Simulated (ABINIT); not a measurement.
# InP (F-43m) in ABINIT: further runs

Runs on InP. Level: r2SCAN. Tasks: single point.

Program: ABINIT 10.8.3 (patched build). These are calculated values, not measurements. Logs are shortened: lines on timing, memory, paths and dates and some standing lists are left out, and cuts for length are marked. The log counts tension as positive stress, the text compression.

### 1 The crystal as given

It takes space group F-43m (No. 216, cubic). Conventional cell: a = 5.861 Å, b = 5.861 Å, c = 5.861 Å, α = 90.00°, β = 90.00°, γ = 90.00°. In (site symmetry -43m) is surrounded by 4 P at 2.54 Å. P (site symmetry -43m) is surrounded by 4 In at 2.54 Å.

### 2 Single point, r2SCAN

File run.abi:

```
# Pseudopotentials
pp_dirpath "./"
pseudos "In_ONCV_PBE-1.2.upf, P_ONCV_PBE-1.2.upf"

# Structure
acell 3*1.0
rprim
     0.0000000000     5.5378424082     5.5378424082
     5.5378424082     0.0000000000     5.5378424082
     5.5378424082     5.5378424082     0.0000000000
ntypat 2
znucl 49 15
natom 2
typat 1 2
xred
     0.0000000000     0.0000000000     0.0000000000
     0.7500000000     0.7500000000     0.7500000000

# Plane-wave basis
ecut 42.0

# k points
kptopt 1
ngkpt 8 8 8
nshiftk 1
shiftk 0.0 0.0 0.0

# Exchange and correlation
ixc -497498
usekden 1

# Bands and occupations
nband 13
occopt 3
tsmear 0.05 eV

# SCF cycle
nstep 100
tolvrs 1.0e-9

# Output
iomode 3
prtwf 0
prtden 0
prteig 0
prtebands 0
```

Potentials or basis: SG15 NC PBE v1.2.

Command:

```sh
$ mpirun --bind-to none -np 4 abinit run.abi > log 2>&1
```

run.abo:

```text
.Version 10.8.3 of ABINIT
 Symmetries : space group F-4 3 m (#216); Bravais cF (face-center cubic)
================================================================================
 Values of the parameters that define the memory need of the present run
     intxc =       0    ionmov =       0      iscf =       7    lmnmax =       6
     lnmax =       6     mgfft =      48  mpssoang =       3    mqgrid =    3001
     natom =       2  nloc_mem =       1    nspden =       1   nspinor =       1
    nsppol =       1      nsym =      24    n1xccc =       0    ntypat =       2
    occopt =       3   xclevel =       2
       mpw =        4440          nfft =      110592          nkpt =          29
================================================================================
================================================================================

--------------------------------------------------------------------------------
------------- Echo of variables that govern the present computation ------------
--------------------------------------------------------------------------------
 -outvars: echo values of preprocessed input variables --------
            acell      1.0000000000E+00  1.0000000000E+00  1.0000000000E+00 Bohr
              amu      1.14820000E+02  3.09737620E+01
             ecut      4.20000000E+01 Hartree
              ixc     -497498
         kptrlatt        8    0    0      0    8    0      0    0    8
          kptrlen      6.26535347E+01
            natom           2
            nband          13
            ngfft          48      48      48
             nkpt          29
            nstep         100
             nsym          24
           ntypat           2
           occopt           3
           prtden           0
        prtebands           0
           prteig           0
          prtkden           1
            prtwf           0
            rprim      0.0000000000E+00  5.5378424082E+00  5.5378424082E+00
                       5.5378424082E+00  0.0000000000E+00  5.5378424082E+00
                       5.5378424082E+00  5.5378424082E+00  0.0000000000E+00
          spgroup         216
           tolvrs      1.00000000E-09
           tsmear      1.83746611E-03 Hartree
            typat      1  2
          usekden           1
           xangst      0.0000000000E+00  0.0000000000E+00  0.0000000000E+00
                       4.3957499970E+00  4.3957499970E+00  4.3957499970E+00
            xcart      0.0000000000E+00  0.0000000000E+00  0.0000000000E+00
                       8.3067636123E+00  8.3067636123E+00  8.3067636123E+00
             xred      0.0000000000E+00  0.0000000000E+00  0.0000000000E+00
                       7.5000000000E-01  7.5000000000E-01  7.5000000000E-01
            znucl       49.00000   15.00000

================================================================================

 chkinp: Checking input parameters for consistency.

================================================================================
== DATASET  1 ==================================================================
[... 101 lines left out ...]

 ----iterations are completed or convergence reached----

 Mean square residual over all n,k,spin=   76.244E-10; max=  23.096E-07
 reduced coordinates (array xred) for    2 atoms
       0.000000000000      0.000000000000      0.000000000000
       0.750000000000      0.750000000000      0.750000000000
 rms dE/dt=  0.0000E+00; max dE/dt=  0.0000E+00; dE/dt below (all hartree)
    1       0.000000000000      0.000000000000      0.000000000000
    2       0.000000000000      0.000000000000      0.000000000000

 cartesian coordinates (angstrom) at end:
    1      0.00000000000000     0.00000000000000     0.00000000000000
    2      4.39574999700532     4.39574999700532     4.39574999700532

 cartesian forces (hartree/bohr) at end:
    1     -0.00000000000000    -0.00000000000000    -0.00000000000000
    2     -0.00000000000000    -0.00000000000000    -0.00000000000000
 frms,max,avg= 0.0000000E+00 0.0000000E+00   0.000E+00  0.000E+00  0.000E+00 h/b

 cartesian forces (eV/Angstrom) at end:
    1     -0.00000000000000    -0.00000000000000    -0.00000000000000
    2     -0.00000000000000    -0.00000000000000    -0.00000000000000
 frms,max,avg= 0.0000000E+00 0.0000000E+00   0.000E+00  0.000E+00  0.000E+00 e/A
 length scales=  1.000000000000  1.000000000000  1.000000000000 bohr
              =  0.529177210544  0.529177210544  0.529177210544 angstroms
 Fermi (or HOMO) energy (hartree) =   0.20500   Average Vxc (hartree)=  -0.35893
 Eigenvalues (hartree) for nkpt=  29  k points:
 kpt#   1, nband= 13, wtk=  0.00195, kpt=  0.0000  0.0000  0.0000 (reduced coord)
  -0.32848   -0.32848   -0.32848   -0.32147   -0.32147   -0.25728    0.18989    0.18989
   0.18989    0.21789    0.34771    0.34771    0.34771
      occupation numbers for kpt#   1
   2.00000    2.00000    2.00000    2.00000    2.00000    2.00000    1.99946    1.99946
   1.99946    0.00180    0.00000    0.00000    0.00000
 prteigrs : prtvol=0 or 1, do not print more k-points.

--- !EnergyTerms
iteration_state     : {dtset: 1, }
comment             : Components of total free energy in Hartree
kinetic             :  3.50527243367749E+01
hartree             :  1.50627304752190E+01
xc                  : -8.29263879730165E+00
Ewald energy        : -4.48602020983076E+01
psp_core            :  1.47700543194426E+00
local_psp           : -4.67761086434686E+01
non_local_psp       : -1.01779379638884E+01
internal            : -5.85144272590281E+01
'-kT*entropy'       : -1.13979342468203E-07
total_energy        : -5.85144273730074E+01
total_energy_eV     : -1.59225868420931E+03
band_energy         : -3.16751067240117E+00
...

 Cartesian components of stress tensor (hartree/bohr^3)
  sigma(1 1)= -1.00714065E-05  sigma(3 2)=  0.00000000E+00
  sigma(2 2)= -1.00714065E-05  sigma(3 1)=  0.00000000E+00
  sigma(3 3)= -1.00714065E-05  sigma(2 1)=  0.00000000E+00

-Cartesian components of stress tensor (GPa)         [Pressure=  2.9631E-01 GPa]
- sigma(1 1)= -2.96311011E-01  sigma(3 2)=  0.00000000E+00
- sigma(2 2)= -2.96311011E-01  sigma(3 1)=  0.00000000E+00
- sigma(3 3)= -2.96311011E-01  sigma(2 1)=  0.00000000E+00

== END DATASET(S) ==============================================================
================================================================================

 -outvars: echo values of variables after computation  --------
            acell      1.0000000000E+00  1.0000000000E+00  1.0000000000E+00 Bohr
           etotal     -5.8514427373E+01
            fcart     -0.0000000000E+00 -0.0000000000E+00 -0.0000000000E+00
                      -0.0000000000E+00 -0.0000000000E+00 -0.0000000000E+00
            rprim      0.0000000000E+00  5.5378424082E+00  5.5378424082E+00
                       5.5378424082E+00  0.0000000000E+00  5.5378424082E+00
                       5.5378424082E+00  5.5378424082E+00  0.0000000000E+00
           strten     -1.0071406546E-05 -1.0071406546E-05 -1.0071406546E-05
                       0.0000000000E+00  0.0000000000E+00  0.0000000000E+00
           xangst      0.0000000000E+00  0.0000000000E+00  0.0000000000E+00
                       4.3957499970E+00  4.3957499970E+00  4.3957499970E+00
             xred      0.0000000000E+00  0.0000000000E+00  0.0000000000E+00
                       7.5000000000E-01  7.5000000000E-01  7.5000000000E-01
 Calculation completed.
```

It took 51 s on 4 MPI ranks of Arm Neoverse V2, shared host; peak memory 0.4 GiB.

Results:

```yaml
Free_energy: -1592.2587 eV
Pressure: 0.3 GPa
Band_gap_on_the_k_mesh: 0.76 eV, direct
Valence_electrons_inside_the_program's_atomic_spheres: In 9.89; P 2.75
```

Caveat: the potentials were made for another functional, which shifts forces and pressure; spin-orbit coupling is left out, which moves the levels of the heavy elements. r2SCAN opens gaps a little over a GGA but as a rule still falls short of measured ones.

### 3 Single point, r2SCAN

run.abi, as its differences from that of step 2:

```diff
@@ -2,3 +2,3 @@
 pp_dirpath "./"
-pseudos "In_ONCV_PBE-1.2.upf, P_ONCV_PBE-1.2.upf"
+pseudos "In.upf, P.upf"
 
@@ -30,2 +30,4 @@
 usekden 1
+nc_xccc_gspace 1
+boxcutmin 3.0
```

Potentials or basis: PseudoDojo NC SR PBE v0.4.1 standard.

Command:

```sh
$ mpirun --bind-to none -np 4 abinit run.abi > log 2>&1
```

It took 3 min on 4 MPI ranks of Arm Neoverse V2, shared host; peak memory 0.92 GiB.

It converged, with:

```
Free energy                                           : -2032.9765 eV
Pressure                                              : 0.9 GPa
Band gap on the k mesh                                : 0.80 eV, direct
Valence electrons inside the program's atomic spheres : In 9.94; P 2.76
```

Levels at points of the mesh, in eV from the valence-band top:
```csv
k point,band 6,band 7,band 8,band 9,band 10,band 11,band 12,band 13
"(0.00, 0.00, 0.00)",-12.15,0.00,0.00,0.00,0.80,4.34,4.34,4.34
"(0.50, 0.00, 0.00)",-10.33,-6.01,-1.03,-1.03,1.61,5.13,5.13,7.59
"(0.50, 0.50, 0.00)",-9.65,-6.07,-2.44,-2.44,2.00,2.42,9.86,10.13
```

Caveat: a meta-GGA on potentials with a model core is unreliable; the potentials were made for another functional, which shifts forces and pressure; spin-orbit coupling is left out, which moves the levels of the heavy elements. r2SCAN opens gaps a little over a GGA but as a rule still falls short of measured ones.
